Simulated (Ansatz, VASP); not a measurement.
One calculation of As, two programs

The input INCAR:

```
SYSTEM = As
  PREC = Accurate
  ENCUT = 520
  EDIFF = 1E-6
  ISMEAR = -1
  SIGMA = 0.1
  LREAL = .FALSE.
  LASPH = .TRUE.
  NELM = 60
  ALGO = Normal
  ISIF = 2
  LWAVE = .FALSE.
  LCHARG = .FALSE.
  GGA = PS
  NBANDS = 8
```

The input KPOINTS:

```
regular mesh
0
G
  15 15 15
  0 0 0
```

Contents of POSCAR:

```
As
1.0
   -1.6980005675      1.6980005675      1.6980005675
    1.6980005675     -1.6980005675      1.6980005675
    1.6980005675      1.6980005675     -1.6980005675
As
1
Direct
    0.0000000000      0.0000000000      0.0000000000
```

Input for Ansatz:

```yaml
crystal:
  lattice:
    - [-1.6980005675, 1.6980005675, 1.6980005675]
    - [1.6980005675, -1.6980005675, 1.6980005675]
    - [1.6980005675, 1.6980005675, -1.6980005675]
  atoms:
    - { symbol: As, position: [0.0, 0.0, 0.0] }
hamiltonian:
  xc: pbesol
  pseudopotentials:
    kind: paw
    azcp:
      As: "pseudopotentials/As.paw.azcp"
basis:
  ecutwfc: 420
  fft_grid_basis: typed
kpoints:
  mp_grid: { grid: [15, 15, 15], shift: [0, 0, 0] }
magnetization:
  spin_polarized: false
scf:
  occupations: { method: fermi_dirac, width: 0.1 }
  lower_state_search: "off"
output:
  stress: true
```

Alike in both runs: task single point; functional PBEsol; k mesh 15 × 15 × 15; occupations fermi-dirac, width 0.1 eV; no spin polarisation.

|  | VASP | Ansatz |
| --- | --- | --- |
| version | VASP 6.6.1 | Ansatz 0.2.0 |
| potentials or method | VASP PAW PBE potentials, release 64 (As) | plane waves (420 eV) with PAW, scalar-relativistic |
| plane-wave cutoff (eV) | 520 | 420 |
| valence electrons in the cell | 5 | 15 |

Ansatz gave:

| Item | Value |
| --- | --- |
| pressure (GPa) | -6.0 |

Problem. What did VASP give for the same quantities?

Solution. Pressure (GPa): -5.8.

With one functional, cell and mesh, what is left measures potentials, basis and numerics. The two sets of potentials don't hold the same shells in valence. Ansatz warned: «pseudo_functional_mismatch».

Caveats: the PAW data sets were made with another functional, which shifts forces and pressure a little (VASP).
